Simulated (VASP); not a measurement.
PbSe (Clausthalite):

```
Pb Se
1.0
     0.00000    3.06065    3.06065
     3.06065    0.00000    3.06065
     3.06065    3.06065    0.00000
Pb Se
1 1
Direct
  0.00000 0.00000 0.00000
  0.50000 0.50000 0.50000
```

Base run:

| Property | Result |
| --- | --- |
| Program | VASP 6.6.1 |
| Functional | rSCAN |
| Potentials or basis | VASP PAW PBE potentials, release 64 (Pb_d, Se) |
| Cutoff | 520 eV |
| k mesh | 8 × 8 × 8 |
| Occupations | fermi-dirac, width 0.05 eV |
| Spin | no spin polarisation |

Its results: band gap on the k mesh 0.55 eV, direct; pressure 1.6 GPa.

Question: The run is repeated on the same cell with these changes: functional from rSCAN to TPSS. What comes out?

Answer: Band gap on the k mesh 0.32 eV, direct; pressure 1.9 GPa.

Caveats: the PAW data sets were made with another functional, which shifts forces and pressure a little; spin-orbit coupling is left out, which as a rule narrows the gap of such compounds by several tenths of an eV.

Not every run made on this cell is shown here.
